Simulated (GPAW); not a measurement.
# NaF (Villiaumite) (Fm-3m) in GPAW: single point with PBE

Aim: the single point of NaF (Villiaumite) with PBE.

Everything below comes from runs of GPAW 26.7.0. Logs are shortened: lines on timing, memory, paths and dates and some standing lists are left out, and cuts for length are marked. The log counts tension as positive stress, the text compression.

## (1) The crystal as given

The structure is cubic, space group Fm-3m (No. 225). Conventional cell: a = 4.640 Å, b = 4.640 Å, c = 4.640 Å, α = 90.00°, β = 90.00°, γ = 90.00°. Na (site symmetry m-3m) is surrounded by 6 F at 2.32 Å. F (site symmetry m-3m) is surrounded by 6 Na at 2.32 Å.

## (2) Single point, PBE

File NaF.xyz:

```xyz
2
Lattice="0.0000000000 2.3200000000 2.3200000000 2.3200000000 0.0000000000 2.3200000000 2.3200000000 2.3200000000 0.0000000000" Properties=species:S:1:pos:R:3 pbc="T T T"
Na     0.0000000000      0.0000000000      0.0000000000
F      2.3200000000      2.3200000000      2.3200000000
```

Potentials or basis: GPAW PAW data sets (gpaw-data 1.2.1), pw.

Started as:

```sh
$ OMP_NUM_THREADS=1 gpaw run NaF.xyz -p 'mode=PW(800),xc=PBE,kpts={size:(10,10,10),gamma:True},occupations={name:fermi-dirac,width:0.05},nbands=15,convergence={density:1e-05,energy:1e-05},maxiter=150,txt=gpaw.txt' --properties efs -w gs.gpw
```

The program printed:

```text
__  _  _
 | _ |_)|_||  |
 |__||  | ||/\| - 26.7.0

Input parameters:
  mode=PW(ecut=800.0),
  convergence={'density': 1e-05, 'energy': 1e-05},
  kpts=MonkhorstPack(size=[10, 10, 10], gamma=True),
  maxiter=150,
  nbands=15,
  occupations=Occupations(name='fermi-dirac', width=0.05),
  xc=XC(name='PBE')

Diagonalizing LCAO Hamiltonian
Converting LCAO to pw mode

               F

       Na

Atoms  # Å, Bohr magnetons
|   | symbol |        x |        y |        z |    initial magnetic moments |
|---|--------|----------|----------|----------|-----------------------------|
| 0 |     Na | 0.000000 | 0.000000 | 0.000000 | ( 0.0000,  0.0000,  0.0000) |
| 1 |      F | 2.320000 | 2.320000 | 2.320000 | ( 0.0000,  0.0000,  0.0000) |

Unit cell  # Å
| periodic |        x |        y |        z |  lengths |    angles |
|----------|----------|----------|----------|----------|-----------|
|      yes | 0.000000 | 2.320000 | 2.320000 | 3.280975 | 60.000000 |
|      yes | 2.320000 | 0.000000 | 2.320000 | 3.280975 | 60.000000 |
|      yes | 2.320000 | 2.320000 | 0.000000 | 3.280975 | 60.000000 |

Number of symmetries: 48
Symmetry operations  # r_c * U_cc + t_c -> r_c
|    | kind |            matrix            |
|----|------|------------------------------|
|  0 |  σ   |  1, 0, 0,  1, 0,-1,  1,-1, 0 |
|  1 |  C2  |  1, 0, 0,  1,-1, 0,  1, 0,-1 |
|  2 |  E   |  1, 0, 0,  0, 1, 0,  0, 0, 1 |
|  3 |  σ   |  1, 0, 0,  0, 0, 1,  0, 1, 0 |
|  4 |  C4  |  1, 0,-1,  1, 0, 0,  1,-1, 0 |
|  5 |  S6  |  1, 0,-1,  1,-1, 0,  1, 0, 0 |
|  6 |  σ   |  1, 0,-1,  0, 1,-1,  0, 0,-1 |
|  7 |  C3  |  1, 0,-1,  0, 0,-1,  0, 1,-1 |
|  8 |  S6  |  1,-1, 0,  1, 0, 0,  1, 0,-1 |
|  9 |  C4  |  1,-1, 0,  1, 0,-1,  1, 0, 0 |
| 10 |  C3  |  1,-1, 0,  0,-1, 1,  0,-1, 0 |
| 11 |  σ   |  1,-1, 0,  0,-1, 0,  0,-1, 1 |
| 12 |  σ   |  0, 1, 0,  1, 0, 0,  0, 0, 1 |
| 13 |  C4  |  0, 1, 0,  0, 1,-1, -1, 1, 0 |
| 14 |  C3  |  0, 1, 0,  0, 0, 1,  1, 0, 0 |
| 15 |  S6  |  0, 1, 0, -1, 1, 0,  0, 1,-1 |
| 16 |  C2  |  0, 1,-1,  1, 0,-1,  0, 0,-1 |
| 17 |  σ   |  0, 1,-1,  0, 1, 0, -1, 1, 0 |
| 18 |  S4  |  0, 1,-1,  0, 0,-1,  1, 0,-1 |
| 19 |  C4  |  0, 1,-1, -1, 1, 0,  0, 1, 0 |
| 20 |  C3  |  0, 0, 1,  1, 0, 0,  0, 1, 0 |
| 21 |  σ   |  0, 0, 1,  0, 1, 0,  1, 0, 0 |
| 22 |  S6  |  0, 0, 1,  0,-1, 1, -1, 0, 1 |
| 23 |  C4  |  0, 0, 1, -1, 0, 1,  0,-1, 1 |
| 24 |  S4  |  0, 0,-1,  1, 0,-1,  0, 1,-1 |
| 25 |  C3  |  0, 0,-1,  0, 1,-1,  1, 0,-1 |
| 26 |  C2  |  0, 0,-1,  0,-1, 0, -1, 0, 0 |
| 27 |  S6  |  0, 0,-1, -1, 0, 0,  0,-1, 0 |
| 28 |  S4  |  0,-1, 1,  1,-1, 0,  0,-1, 0 |
| 29 |  C4  |  0,-1, 1,  0, 0, 1, -1, 0, 1 |
| 30 |  C2  |  0,-1, 1,  0,-1, 0,  1,-1, 0 |
| 31 |  σ   |  0,-1, 1, -1, 0, 1,  0, 0, 1 |
| 32 |  C3  |  0,-1, 0,  1,-1, 0,  0,-1, 1 |
| 33 |  S6  |  0,-1, 0,  0, 0,-1, -1, 0, 0 |
| 34 |  S4  |  0,-1, 0,  0,-1, 1,  1,-1, 0 |
| 35 |  C2  |  0,-1, 0, -1, 0, 0,  0, 0,-1 |
| 36 |  C2  | -1, 1, 0,  0, 1, 0,  0, 1,-1 |
| 37 |  S6  | -1, 1, 0,  0, 1,-1,  0, 1, 0 |
| 38 |  S4  | -1, 1, 0, -1, 0, 1, -1, 0, 0 |
| 39 |  C3  | -1, 1, 0, -1, 0, 0, -1, 0, 1 |
| 40 |  S6  | -1, 0, 1,  0, 0, 1,  0,-1, 1 |
| 41 |  C2  | -1, 0, 1,  0,-1, 1,  0, 0, 1 |
| 42 |  C3  | -1, 0, 1, -1, 1, 0, -1, 0, 0 |
| 43 |  S4  | -1, 0, 1, -1, 0, 0, -1, 1, 0 |
| 44 |  C2  | -1, 0, 0,  0, 0,-1,  0,-1, 0 |
| 45 |  i   | -1, 0, 0,  0,-1, 0,  0, 0,-1 |
| 46 |  σ   | -1, 0, 0, -1, 1, 0, -1, 0, 1 |
| 47 |  C2  | -1, 0, 0, -1, 0, 1, -1, 1, 0 |

BZ-sampling:
  Number of BZ points: 1000
  Number of IBZ points: 47

  Monkhorst-Pack size: [10, 10, 10]
  Monkhorst-Pack shift: [0.05, 0.05, 0.05]

K-points  # in reciprocal-cell coordinates
|     |                                coordinates |     weight |
|-----|--------------------------------------------|------------|
|   0 | (  0.00000000,   0.00000000,   0.00000000) | 0.00100000 |
|   1 | (  0.10000000,   0.10000000,   0.00000000) | 0.00600000 |
|   2 | (  0.10000000,   0.10000000,   0.10000000) | 0.00800000 |
|   3 | (  0.20000000,   0.10000000,   0.10000000) | 0.01200000 |
|   4 | (  0.20000000,   0.20000000,   0.00000000) | 0.00600000 |
|   5 | (  0.20000000,   0.20000000,   0.10000000) | 0.02400000 |
|   6 | (  0.20000000,   0.20000000,   0.20000000) | 0.00800000 |
|   7 | (  0.30000000,   0.20000000,   0.10000000) | 0.02400000 |
|   8 | (  0.30000000,   0.20000000,   0.20000000) | 0.02400000 |
|   9 | (  0.30000000,   0.30000000,   0.00000000) | 0.00600000 |
| ... |                                            |            |
|  46 | (  0.50000000,   0.50000000,   0.50000000) | 0.00400000 |

Plane wave coefficients: 1307
Cutoff: 800.0 eV

Spin-components: 1 (collinear spins)
Bands:           15
Projectors:      10
Spin-degeneracy: 2
Datatype:        complex128

Density:
  Valence electrons: 14.0
  Components: 1
  Grid points: [24 24 24]
  Charge: 0.0  # |e|

Potential:
  Grid points: [24 24 24]

species:
  Na:
    name:    Sodium
    Z:       11.0
    valence: 7
    core:    4
    charge:  0.0  # [|e|]
    compensation charges:
      type: gauss
      rc: 0.37  # [Å]
      lmax: 2
    cutoffs:
      filter: 2.17  # [Å]
      core: 2.59  # [Å]
    projectors
    | kind |    occ | energy [eV] | rcut [Å] |
    |------|--------|-------------|----------|
    |   3s |  1.000 |      -2.744 |    1.201 |
    |   2p |  6.000 |     -28.672 |    1.217 |
    |   3p |  0.000 |      -0.743 |    1.217 |
    |    s |        |      24.468 |    1.201 |
    |    d |        |       0.000 |    1.238 |

    Using partial waves for Na as LCAO basis

  F:
    name:    Fluorine
    Z:       9.0
    valence: 7
    core:    2
    charge:  0.0  # [|e|]
    compensation charges:
      type: gauss
      rc: 0.20  # [Å]
      lmax: 2
    cutoffs:
      filter: 1.14  # [Å]
      core: 0.74  # [Å]
    projectors
    | kind |    occ | energy [eV] | rcut [Å] |
    |------|--------|-------------|----------|
    |   2s |  2.000 |     -29.898 |    0.635 |
    |   2p |  5.000 |     -11.110 |    0.635 |
    |    s |        |      -2.687 |    0.635 |
    |    p |        |      16.102 |    0.635 |
    |    d |        |       0.000 |    0.635 |

    Using partial waves for F as LCAO basis

Reference energy: -7132.691283  # eV

eigensolver:
  PPCG
  Converge bands: occupied
  niter=2

density mixing:
  MSR1-Mixer
  Pratt-step length: 0.05
  Maximum mixing coefficient: 0.75
  Old densities: 10
  SVD Regularization: 0.005
  Good broyden scale: 1.0
  Trust region scale: 1.0
  Backstep threshold: 4.0
  History deletion threshold: 6.0
  Fourier metric: weight=20.0, sigma=0.015

occupation numbers:
  Fermi-Dirac:
    width: 0.0500  # eV

poisson solver:
  ecut: 6400.0  # eV

xc functional:
  name: PBE with 2 nearest neighbor stencil

convergence criteria:
- Maximum integral of absolute [dens]ity change: 1e-05 electrons / valence electron
- Maximum [total energy] change in last 3 cyles: 1e-05 eV / valence electron
- Maximum integral of absolute [eigenst]ate change: 4e-08 eV^2 / valence electron
maximum number of iterations: 150

SCF iterations
|iter     | |      energy | eigst |  dens |
|---------|-|-------------|-------|-------|
|iter:   1| |   -8.983336 | -0.60 |       |
|iter:   2| |   -8.861481 | -2.65 | -1.17 |
|iter:   3| |   -8.527353 | -1.11 | -1.21 |
|iter:   4| |   -8.532262 | -3.67 | -1.61 |
|iter:   5| |   -8.537676 | -3.45 | -1.89 |
|iter:   6| |   -8.537769 | -5.21 | -2.92 |
|iter:   7| |   -8.537804c| -5.68 | -3.28 |
|iter:   8| |   -8.537805c| -7.43c| -4.20 |
|iter:   9| |   -8.537805c| -7.74c| -4.98 |
|iter:  10| |   -8.537805c| -8.02c| -5.42c|

Converged in 10 steps
Energy contributions relative to reference atoms: (reference = -7132.691283)

Energy contributions:
  Kinetic:          11.950878
  Coulomb:         -11.114521
  Zero:              0.046894
  External:          0.000000
  Xc:               -9.421055
  Entropy:          -0.000000
  Spinorbit:         0.000000
  ----------------------------
  Free energy:      -8.537805
  Extrapolated:     -8.537805

dipole moment: (-4.317991, -4.317991, -4.317991)  # |e|*Ang

Fermi level: 0.146
Eigenvalues  # (at kpt = [0.000, 0.000, 0.000])
| band index |      eig [eV] | occ [0-2] |
|------------|---------------|-----------|
|          0 |       -20.931 |     2.000 |
|          1 |       -20.671 |     2.000 |
|          2 |       -20.671 |     2.000 |
|          3 |       -20.671 |     2.000 |
|          4 |        -1.755 |     2.000 |
|          5 |        -1.755 |     2.000 |
|          6 |        -1.755 |     2.000 |
|          7 |         4.551 |     0.000 |
|          8 |        17.236 |     0.000 |
|          9 |        17.236 |     0.000 |
|         10 |        17.236 |     0.000 |
|         11 |        20.083 |     0.000 |
|         12 |        22.268 |     0.000 |
|         13 |        22.268 |     0.000 |
|         14 |        25.478 |     0.000 |

Gap: 6.306 eV
Transition (v -> c):
  (s=0, k=0, n=6, [0.00, 0.00, 0.00]) -> (s=0, k=0, n=7, [0.00, 0.00, 0.00])
No difference between direct/indirect transitions

Forces  # eV/Ang
|        x |        y |        z |
|----------|----------|----------|
|  0.00000 | -0.00000 |  0.00000 |  # Na   0
| -0.00000 | -0.00000 | -0.00000 |  # F    1

Stress tensor  # eV/Ang^3
|         x |         y |         z |
|-----------|-----------|-----------|
| -0.004349 |  0.000000 |  0.000000 |
|  0.000000 | -0.004349 |  0.000000 |
|  0.000000 |  0.000000 | -0.004349 |

# Writing to gs.gpw (mode='')
```

Run time: 17 s. Hardware: 1 thread of Arm Neoverse V2, shared host; peak memory 0.16 GiB.

What came out:

* Free energy: -8.5378 eV
* Pressure: 0.7 GPa
* Band gap on the k mesh: 6.31 eV, direct
